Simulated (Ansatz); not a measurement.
# Cu: response to equal strain of all cell vectors

How does Cu answer equal strain of all cell vectors between -3 and +3 %? At each strain the shape is held and the atoms relax, within the symmetry that is left.

Program: Ansatz 0.2.0. Level of theory: DFT PBE, scalar-relativistic, plane waves, PAW. These are calculated values, not measurements.

2 further runs of the same task are left out: 2 set aside as unsound or not needed.

## Step 1: Starting point

Symmetry: I4/mmm, No. 139, tetragonal system. Conventional cell: a = 2.951 Å, b = 2.951 Å, c = 2.759 Å, α = 90.00°, β = 90.00°, γ = 90.00°. Cu (site symmetry 4/mmm) is surrounded by 10 Cu at 2.50 to 2.76 Å.

As a file:

```
CELL_PARAMETERS angstrom
2.95106 0.00000 0.00000
0.00000 2.95106 0.00000
0.00000 0.00000 2.75911
ATOMIC_POSITIONS crystal
Cu 0.00000 0.00000 0.00000
Cu 0.50000 0.50000 0.50000
```

It goes back to an entry of the Materials Project, which need not be the stable form.

## Step 2: Reference cell for the strains

Input file input.yaml:

```yaml
crystal:
  lattice:
    - [2.9510618436, 0.0, 0.0]
    - [0.0, 2.9510618436, 0.0]
    - [0.0, 0.0, 2.7591107961]
  atoms:
    - { symbol: Cu, position: [0.0, 0.0, 0.0] }
    - { symbol: Cu, position: [0.5, 0.5, 0.5] }
basis:
  ecutwfc: 420
kpoints:
  mp_grid: { grid: [14, 14, 16] }
hamiltonian:
  xc: pbe
scf:
  occupations: { method: gaussian, width: 0.1 }
output:
  forces: true
  stress: true
  eigenvalues: true
```

Output, cut to the lines that bear on the results:

```text
Warning: RAYON_NUM_THREADS=1 ignored (pool sized by the plan → 1); use --threads N
[...]
Pseudopotentials: kind: paw
Pseudopotential: Cu, paw, valence charge 19, recommended cutoff 420 eV (normal), Cu.paw.azcp
Functional definition: PBE
[...]
Crystal: 2 atoms, lattice volume = 24.028 Å³
Basis set: ecut = 420 eV, 461 PW (Γ), exchange–correlation on 40×40×40 points (8 copies of the dense FFT grid, shifted against one another)
Bands: 23, of which v1, the nominal top of the filled ones, is band 19 counted from 1 (18 counted from 0)
Symmetry: 32 space group operations
Space group: I4/mmm (ITA 139), of the structure as read, at distance tolerance 2.9e-5 Å
k-points: 324 of 3136
[...]
SCF iter   1: F=—  HF=-13250.278724 eV  |F-HF|=—  |Δ(HF+E_count)|=         —  Δρ=7.86e-4  dr2=2.53e-5  ethr=1.77e-3  ⟨swp⟩=5.1  Hψ=27566  notcnv=0
[...]
SCF iter   6: F=-13250.279036 eV  HF=-13250.279036 eV  |F-HF|=7.28e-12  |Δ(HF+E_count)|=   1.43e-9  Δρ=1.54e-7  dr2=1.09e-12  ethr=1.94e-12  ⟨swp⟩=2.1  Hψ=22320  notcnv=0
[...]
SCF converged after 6 iterations
Free energy (F): -13250.279036 eV
[...]
E sigma→0 (E₀):  -13250.277368 eV
Entropy (-TS):   -0.003336 eV (-1.668 meV/atom)
Fermi energy:    16.421511 eV
[...]
--- Forces (eV/Å), atoms counted from 1 ---
  atom   1  Cu     0.00000000    -0.00000000     0.00000000
  atom   2  Cu     0.00000000     0.00000000     0.00000000
[...]
--- Stress (GPa, compression-positive) ---
       -0.128260      -0.000000       0.000000
        0.000000      -0.128260       0.000000
        0.000000       0.000000       0.093450
  P = ⅓ Tr σ = -0.0544 GPa (-0.544 kbar)
--- Band table (eV; the first three rows and the last of 324) ---
  k-point 0: bands = ["-96.1328", "-96.1082", "-53.5278", "-53.5278", "-53.5205", "-53.4512", "-53.4447", "-53.4447", "7.1283", "11.8460", "11.9034", "13.2135", "13.4774", "13.4774", "14.2134", "14.4946", "14.9059", "14.9059", "14.9742", "23.6635", "23.6635", "26.2105", "29.2380"]
[...]
```

Wall time 6.7 s (1 thread of an x86-64 CPU, shared host); peak memory 0.47 GiB.

This 2-atom setting of the relaxed crystal is the reference for all strained cells.

## Step 3: Strain -1.0 %

Changes to input.yaml since step 2:

```diff
@@ -2,5 +2,5 @@
   lattice:
-    - [2.9510618436, 0.0, 0.0]
-    - [0.0, 2.9510618436, 0.0]
-    - [0.0, 0.0, 2.7591107961]
+    - [2.9215512251, 0.0, 0.0]
+    - [0.0, 2.9215512251, 0.0]
+    - [0.0, 0.0, 2.7315196881]
   atoms:
```

Output, cut to the lines that bear on the results:

```text
Warning: RAYON_NUM_THREADS=1 ignored (pool sized by the plan → 1); use --threads N
[...]
[... 3 set-up lines as earlier in the session ...]
[...]
Crystal: 2 atoms, lattice volume = 23.315 Å³
Basis set: ecut = 420 eV, 461 PW (Γ), exchange–correlation on 40×40×40 points (8 copies of the dense FFT grid, shifted against one another)
Bands: 23, of which v1, the nominal top of the filled ones, is band 19 counted from 1 (18 counted from 0)
[... 2 set-up lines as earlier in the session ...]
k-points: 324 of 3136
[...]
SCF iter   1: F=—  HF=-13250.269201 eV  |F-HF|=—  |Δ(HF+E_count)|=         —  Δρ=8.38e-4  dr2=2.71e-5  ethr=1.77e-3  ⟨swp⟩=5.2  Hψ=27646  notcnv=0
[...]
SCF iter   6: F=-13250.269580 eV  HF=-13250.269580 eV  |F-HF|=3.64e-12  |Δ(HF+E_count)|=   1.66e-9  Δρ=1.72e-7  dr2=1.64e-12  ethr=2.22e-12  ⟨swp⟩=2.2  Hψ=22852  notcnv=0
[...]
SCF converged after 6 iterations
Free energy (F): -13250.269580 eV
[...]
E sigma→0 (E₀):  -13250.267991 eV
Entropy (-TS):   -0.003178 eV (-1.589 meV/atom)
Fermi energy:    17.070966 eV
[...]
--- Forces (eV/Å), atoms counted from 1 ---
  atom   1  Cu     0.00000000    -0.00000000    -0.00000000
  atom   2  Cu     0.00000000    -0.00000000    -0.00000000
[...]
--- Stress (GPa, compression-positive) ---
        4.343620      -0.000000      -0.000000
        0.000000       4.343620      -0.000000
       -0.000000      -0.000000       4.621248
  P = ⅓ Tr σ = 4.4362 GPa (44.362 kbar)
--- Band table (eV; the first three rows and the last of 324) ---
  k-point 0: bands = ["-95.5595", "-95.5310", "-52.9565", "-52.9565", "-52.9484", "-52.8707", "-52.8634", "-52.8634", "7.5455", "12.3199", "12.3813", "13.7593", "14.0352", "14.0352", "14.8037", "15.0993", "15.5305", "15.5305", "15.6025", "24.4276", "24.4276", "27.0298", "30.0995"]
[...]
```

Wall time 7.5 s (1 thread of an x86-64 CPU, shared host); peak memory 0.46 GiB.

The cell is held at each strain. Atoms start from the nearest strain of the same sign that is done. Symmetry fixes all atoms here, so a single point is enough.

## Step 4: At +1.0 %

Changes to input.yaml since step 3:

```diff
@@ -2,5 +2,5 @@
   lattice:
-    - [2.9215512251, 0.0, 0.0]
-    - [0.0, 2.9215512251, 0.0]
-    - [0.0, 0.0, 2.7315196881]
+    - [2.980572462, 0.0, 0.0]
+    - [0.0, 2.980572462, 0.0]
+    - [0.0, 0.0, 2.7867019041]
   atoms:
```

Output, cut to the lines that bear on the results:

```text
Warning: RAYON_NUM_THREADS=1 ignored (pool sized by the plan → 1); use --threads N
[...]
[... 3 set-up lines as earlier in the session ...]
[...]
Crystal: 2 atoms, lattice volume = 24.757 Å³
Basis set: ecut = 420 eV, 477 PW (Γ), exchange–correlation on 40×40×40 points (8 copies of the dense FFT grid, shifted against one another)
Bands: 23, of which v1, the nominal top of the filled ones, is band 19 counted from 1 (18 counted from 0)
[... 2 set-up lines as earlier in the session ...]
k-points: 324 of 3136
[...]
SCF iter   1: F=—  HF=-13250.269592 eV  |F-HF|=—  |Δ(HF+E_count)|=         —  Δρ=7.74e-4  dr2=2.98e-5  ethr=1.77e-3  ⟨swp⟩=5.0  Hψ=27471  notcnv=0
[...]
SCF iter   6: F=-13250.269857 eV  HF=-13250.269857 eV  |F-HF|=1.46e-11  |Δ(HF+E_count)|=   6.43e-9  Δρ=4.69e-7  dr2=1.42e-11  ethr=9.44e-12  ⟨swp⟩=2.3  Hψ=23389  notcnv=0
[...]
SCF converged after 6 iterations
Free energy (F): -13250.269857 eV
[...]
E sigma→0 (E₀):  -13250.268123 eV
Entropy (-TS):   -0.003469 eV (-1.734 meV/atom)
Fermi energy:    15.799842 eV
[...]
--- Forces (eV/Å), atoms counted from 1 ---
  atom   1  Cu     0.00000000     0.00000000     0.00000000
  atom   2  Cu     0.00000000     0.00000000     0.00000000
[...]
--- Stress (GPa, compression-positive) ---
       -3.926853       0.000000       0.000000
       -0.000000      -3.926853       0.000000
        0.000000       0.000000      -3.758906
  P = ⅓ Tr σ = -3.8709 GPa (-38.709 kbar)
--- Band table (eV; the first three rows and the last of 324) ---
  k-point 0: bands = ["-96.6832", "-96.6617", "-54.0764", "-54.0764", "-54.0698", "-54.0078", "-54.0023", "-54.0023", "6.7298", "11.3892", "11.4430", "12.6888", "12.9414", "12.9414", "13.6465", "13.9141", "14.3066", "14.3066", "14.3715", "22.9293", "22.9293", "25.4223", "28.4095"]
[...]
```

It took 10 s on 1 thread of an x86-64 CPU, shared host; peak memory 0.48 GiB.

## Step 5: At -2.0 %

Changes to input.yaml since step 4:

```diff
@@ -2,5 +2,5 @@
   lattice:
-    - [2.980572462, 0.0, 0.0]
-    - [0.0, 2.980572462, 0.0]
-    - [0.0, 0.0, 2.7867019041]
+    - [2.8920406067, 0.0, 0.0]
+    - [0.0, 2.8920406067, 0.0]
+    - [0.0, 0.0, 2.7039285802]
   atoms:
```

Output, cut to the lines that bear on the results:

```text
Warning: RAYON_NUM_THREADS=1 ignored (pool sized by the plan → 1); use --threads N
[...]
[... 3 set-up lines as earlier in the session ...]
[...]
Crystal: 2 atoms, lattice volume = 22.615 Å³
Basis set: ecut = 420 eV, 461 PW (Γ), exchange–correlation on 40×40×40 points (8 copies of the dense FFT grid, shifted against one another)
Bands: 23, of which v1, the nominal top of the filled ones, is band 19 counted from 1 (18 counted from 0)
[... 1 set-up line as earlier in the session ...]
Space group: I4/mmm (ITA 139), of the structure as read, at distance tolerance 2.8e-5 Å
k-points: 324 of 3136
[...]
SCF iter   1: F=—  HF=-13250.238571 eV  |F-HF|=—  |Δ(HF+E_count)|=         —  Δρ=9.33e-4  dr2=3.43e-5  ethr=1.77e-3  ⟨swp⟩=5.3  Hψ=27751  notcnv=0
[...]
SCF iter   6: F=-13250.239064 eV  HF=-13250.239064 eV  |F-HF|=5.46e-12  |Δ(HF+E_count)|=   2.55e-9  Δρ=3.31e-7  dr2=6.22e-12  ethr=4.18e-12  ⟨swp⟩=2.4  Hψ=23897  notcnv=0
[...]
SCF converged after 6 iterations
Free energy (F): -13250.239064 eV
[...]
E sigma→0 (E₀):  -13250.237547 eV
Entropy (-TS):   -0.003033 eV (-1.516 meV/atom)
Fermi energy:    17.749798 eV
[...]
--- Forces (eV/Å), atoms counted from 1 ---
  atom   1  Cu    -0.00000000    -0.00000000     0.00000000
  atom   2  Cu    -0.00000000    -0.00000000     0.00000000
[...]
--- Stress (GPa, compression-positive) ---
        9.582287       0.000000       0.000000
        0.000000       9.582287       0.000000
        0.000000       0.000000       9.934706
  P = ⅓ Tr σ = 9.6998 GPa (96.998 kbar)
--- Band table (eV; the first three rows and the last of 324) ---
  k-point 0: bands = ["-94.9620", "-94.9291", "-52.3614", "-52.3614", "-52.3522", "-52.2653", "-52.2571", "-52.2571", "7.9824", "12.8117", "12.8775", "14.3272", "14.6158", "14.6158", "15.4186", "15.7294", "16.1818", "16.1818", "16.2575", "25.2231", "25.2231", "27.8817", "30.9956"]
[...]
```

Wall time 7.7 s (1 thread of an x86-64 CPU, shared host); peak memory 0.47 GiB.

## Step 6: The cell strained by +2.0 %

Changes to input.yaml since step 5:

```diff
@@ -2,5 +2,5 @@
   lattice:
-    - [2.8920406067, 0.0, 0.0]
-    - [0.0, 2.8920406067, 0.0]
-    - [0.0, 0.0, 2.7039285802]
+    - [3.0100830804, 0.0, 0.0]
+    - [0.0, 3.0100830804, 0.0]
+    - [0.0, 0.0, 2.814293012]
   atoms:
```

Output, cut to the lines that bear on the results:

```text
Warning: RAYON_NUM_THREADS=1 ignored (pool sized by the plan → 1); use --threads N
[...]
[... 3 set-up lines as earlier in the session ...]
[...]
Crystal: 2 atoms, lattice volume = 25.499 Å³
Basis set: ecut = 420 eV, 489 PW (Γ), exchange–correlation on 48×48×40 points (8 copies of the dense FFT grid, shifted against one another)
Bands: 23, of which v1, the nominal top of the filled ones, is band 19 counted from 1 (18 counted from 0)
[... 2 set-up lines as earlier in the session ...]
k-points: 324 of 3136
[...]
SCF iter   1: F=—  HF=-13250.243920 eV  |F-HF|=—  |Δ(HF+E_count)|=         —  Δρ=7.98e-4  dr2=4.13e-5  ethr=1.77e-3  ⟨swp⟩=5.0  Hψ=27438  notcnv=0
[...]
SCF iter   6: F=-13250.244201 eV  HF=-13250.244201 eV  |F-HF|=1.82e-12  |Δ(HF+E_count)|=  8.26e-10  Δρ=1.08e-7  dr2=6.84e-13  ethr=1.33e-12  ⟨swp⟩=1.9  Hψ=22057  notcnv=0
[...]
SCF converged after 6 iterations
Free energy (F): -13250.244201 eV
[...]
E sigma→0 (E₀):  -13250.242424 eV
Entropy (-TS):   -0.003554 eV (-1.777 meV/atom)
Fermi energy:    15.204104 eV
[...]
--- Forces (eV/Å), atoms counted from 1 ---
  atom   1  Cu     0.00000000     0.00000000     0.00000000
  atom   2  Cu     0.00000000     0.00000000     0.00000000
[...]
--- Stress (GPa, compression-positive) ---
       -7.134732      -0.000000       0.000000
       -0.000000      -7.134732       0.000000
        0.000000       0.000000      -7.026198
  P = ⅓ Tr σ = -7.0986 GPa (-70.986 kbar)
--- Band table (eV; the first three rows and the last of 324) ---
  k-point 0: bands = ["-97.2115", "-97.1929", "-54.6035", "-54.6035", "-54.5973", "-54.5420", "-54.5373", "-54.5373", "6.3490", "10.9487", "10.9991", "12.1844", "12.4261", "12.4261", "13.1018", "13.3566", "13.7314", "13.7314", "13.7930", "22.2233", "22.2233", "24.6639", "27.6113"]
[...]
```

Wall time 10 s (1 thread of an x86-64 CPU, shared host); peak memory 0.48 GiB.

## Step 7: At -3.0 %

Changes to input.yaml since step 6:

```diff
@@ -2,5 +2,5 @@
   lattice:
-    - [3.0100830804, 0.0, 0.0]
-    - [0.0, 3.0100830804, 0.0]
-    - [0.0, 0.0, 2.814293012]
+    - [2.8625299883, 0.0, 0.0]
+    - [0.0, 2.8625299883, 0.0]
+    - [0.0, 0.0, 2.6763374722]
   atoms:
```

Output, cut to the lines that bear on the results:

```text
Warning: RAYON_NUM_THREADS=1 ignored (pool sized by the plan → 1); use --threads N
[...]
[... 3 set-up lines as earlier in the session ...]
[...]
Crystal: 2 atoms, lattice volume = 21.930 Å³
Basis set: ecut = 420 eV, 429 PW (Γ), exchange–correlation on 40×40×36 points (8 copies of the dense FFT grid, shifted against one another)
Bands: 23, of which v1, the nominal top of the filled ones, is band 19 counted from 1 (18 counted from 0)
[... 2 set-up lines as earlier in the session ...]
k-points: 324 of 3136
[...]
SCF iter   1: F=—  HF=-13250.184246 eV  |F-HF|=—  |Δ(HF+E_count)|=         —  Δρ=1.05e-3  dr2=4.54e-5  ethr=1.77e-3  ⟨swp⟩=5.4  Hψ=28051  notcnv=0
[...]
SCF iter   6: F=-13250.184817 eV  HF=-13250.184817 eV  |F-HF|=1.82e-11  |Δ(HF+E_count)|=   4.45e-9  Δρ=4.11e-7  dr2=8.72e-12  ethr=1.03e-11  ⟨swp⟩=2.8  Hψ=25895  notcnv=0
[...]
SCF converged after 6 iterations
Free energy (F): -13250.184817 eV
[...]
E sigma→0 (E₀):  -13250.183362 eV
Entropy (-TS):   -0.002910 eV (-1.455 meV/atom)
Fermi energy:    18.459329 eV
[...]
--- Forces (eV/Å), atoms counted from 1 ---
  atom   1  Cu     0.00000000     0.00000000     0.00000000
  atom   2  Cu     0.00000000     0.00000000     0.00000000
[...]
--- Stress (GPa, compression-positive) ---
       15.691740       0.000000       0.000000
       -0.000000      15.691740       0.000000
        0.000000       0.000000      16.142082
  P = ⅓ Tr σ = 15.8419 GPa (158.419 kbar)
--- Band table (eV; the first three rows and the last of 324) ---
  k-point 0: bands = ["-94.3390", "-94.3011", "-51.7415", "-51.7415", "-51.7308", "-51.6335", "-51.6247", "-51.6247", "8.4403", "13.3222", "13.3931", "14.9183", "15.2204", "15.2204", "16.0593", "16.3860", "16.8610", "16.8610", "16.9406", "26.0518", "26.0518", "28.7688", "31.9280"]
[...]
```

Run time: 8.5 s. Hardware: 1 thread of an x86-64 CPU, shared host; peak memory 0.45 GiB.

## Step 8: At +3.0 %

Changes to input.yaml since step 7:

```diff
@@ -2,5 +2,5 @@
   lattice:
-    - [2.8625299883, 0.0, 0.0]
-    - [0.0, 2.8625299883, 0.0]
-    - [0.0, 0.0, 2.6763374722]
+    - [3.0395936989, 0.0, 0.0]
+    - [0.0, 3.0395936989, 0.0]
+    - [0.0, 0.0, 2.84188412]
   atoms:
```

Output, cut to the lines that bear on the results:

```text
Warning: RAYON_NUM_THREADS=1 ignored (pool sized by the plan → 1); use --threads N
[...]
[... 3 set-up lines as earlier in the session ...]
[...]
Crystal: 2 atoms, lattice volume = 26.257 Å³
Basis set: ecut = 420 eV, 489 PW (Γ), exchange–correlation on 48×48×40 points (8 copies of the dense FFT grid, shifted against one another)
Bands: 23, of which v1, the nominal top of the filled ones, is band 19 counted from 1 (18 counted from 0)
[... 1 set-up line as earlier in the session ...]
Space group: I4/mmm (ITA 139), of the structure as read, at distance tolerance 3.0e-5 Å
k-points: 324 of 3136
[...]
SCF iter   1: F=—  HF=-13250.203761 eV  |F-HF|=—  |Δ(HF+E_count)|=         —  Δρ=8.64e-4  dr2=6.33e-5  ethr=1.77e-3  ⟨swp⟩=4.8  Hψ=27393  notcnv=0
[...]
SCF iter   6: F=-13250.204018 eV  HF=-13250.204018 eV  |F-HF|=0.00e0  |Δ(HF+E_count)|=  9.02e-10  Δρ=1.10e-7  dr2=1.02e-12  ethr=1.82e-12  ⟨swp⟩=1.9  Hψ=23277  notcnv=0
[...]
SCF converged after 6 iterations
Free energy (F): -13250.204018 eV
[...]
E sigma→0 (E₀):  -13250.202226 eV
Entropy (-TS):   -0.003583 eV (-1.792 meV/atom)
Fermi energy:    14.632409 eV
[...]
--- Forces (eV/Å), atoms counted from 1 ---
  atom   1  Cu     0.00000000    -0.00000000     0.00000000
  atom   2  Cu     0.00000000     0.00000000    -0.00000000
[...]
--- Stress (GPa, compression-positive) ---
       -9.826311       0.000000       0.000000
        0.000000      -9.826311       0.000000
        0.000000       0.000000      -9.788225
  P = ⅓ Tr σ = -9.8136 GPa (-98.136 kbar)
--- Band table (eV; the first three rows and the last of 324) ---
  k-point 0: bands = ["-97.7189", "-97.7029", "-55.1099", "-55.1099", "-55.1043", "-55.0549", "-55.0509", "-55.0509", "5.9850", "10.5241", "10.5711", "11.6991", "11.9305", "11.9305", "12.5782", "12.8210", "13.1789", "13.1789", "13.2376", "21.5446", "21.5446", "23.9338", "26.8439"]
[...]
```

Wall time 8.2 s (1 thread of an x86-64 CPU, shared host); peak memory 0.48 GiB.

## Step 9: The series

```
strain (%)  ΔE (meV/atom)  a (Å)  b (Å)  c (Å)    σxx    σyy    σzz
      -3.0           47.0  2.863  2.863  2.676  15.69  15.69  16.14
      -2.0           19.9  2.892  2.892  2.704   9.58   9.58   9.93
      -1.0            4.7  2.922  2.922  2.732   4.34   4.34   4.62
      +0.0            0.0  2.951  2.951  2.759  -0.13  -0.13   0.09
      +1.0            4.6  2.981  2.981  2.787  -3.93  -3.93  -3.76
      +2.0           17.5  3.010  3.010  2.814  -7.13  -7.13  -7.03
      +3.0           37.6  3.040  3.040  2.842  -9.83  -9.83  -9.79
```

ΔE is over the unstrained cell. Stress in GPa, positive in compression, on the Cartesian axes of the input. 

## Step 10: Summary of results

```
                               quantity                    value
                    largest energy cost  47.0 meV/atom at -3.0 %
(1/V) d²E/dε² at zero strain, cubic fit                 1254 GPa
```

The curvature of the energy, 1254 GPa, is nine times the bulk modulus at fixed shape. Compression by 3 % costs 47.0 meV/atom and stretching 37.6. On this cell's mesh the unstrained reference holds a stress of up to 0.13 GPa.
